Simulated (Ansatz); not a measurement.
Write the native input for Ansatz 0.2.0 that does the following.

- Task: single point
- Functional: PBE
- Potentials or basis: Ansatz PAW
- Cutoff: 420 eV (not typed: the program's choice for these potentials)
- k mesh: 11 × 11 × 11
- Occupations: fermi-dirac, width 0.05 eV
- Spin: collinear spin, random start
- Starting moments: [-2.68, 0.0] μB

The system is FeO (Wuestite).

```
Fe O
1.0
     0.00000    2.15540    2.15540
     2.15540    0.00000    2.15540
     2.15540    2.15540    0.00000
Fe O
1 1
Cartesian
  0.0000 0.0000 0.0000
  2.1554 2.1554 2.1554
```

The input as run:

input.yaml

```yaml
crystal:
  lattice:
    - [0.0, 2.1554, 2.1554]
    - [2.1554, 0.0, 2.1554]
    - [2.1554, 2.1554, 0.0]
  atoms:
    - { symbol: Fe, position: [0.0, 0.0, 0.0], spin: -2.68 }
    - { symbol: O, position: [0.5, 0.5, 0.5] }
hamiltonian:
  xc: pbe
  pseudopotentials: { kind: paw }
magnetization:
  spin_polarized: true
kpoints:
  mp_grid: { grid: [11, 11, 11] }
scf:
  occupations: { method: fermi_dirac, width: 0.05 }
output:
  forces: true
  stress: true
  eigenvalues: true
```

Potentials or basis: Ansatz PAW.

Launch:

```console
$ ansatz run input.yaml --threads 2 --pin off --max-ram 5632MiB --backend cpu --events-out ev --progress --plain --runs-dir out
```

It gave:

The pressure is -0.2 GPa, the band gap on the k mesh is none (metal or under the smearing width) and the net moment is -4.00 μB per cell. The absolute moment is 4.01 μB per cell and the site moments are Fe -3.45; O -0.32 μB.

Caveat: the pressure holds a Pulay correction of +0.6 GPa for the finite cutoff; a cell with one magnetic atom can't hold antiferromagnetic order, which such compounds often take; semilocal functionals often make such compounds metallic where correlation or magnetic order opens a gap, which also shifts bond lengths.

Wall time 1.8 s on 2 threads of Arm Neoverse V2, with other jobs on the host, peak memory 0.3 GiB.
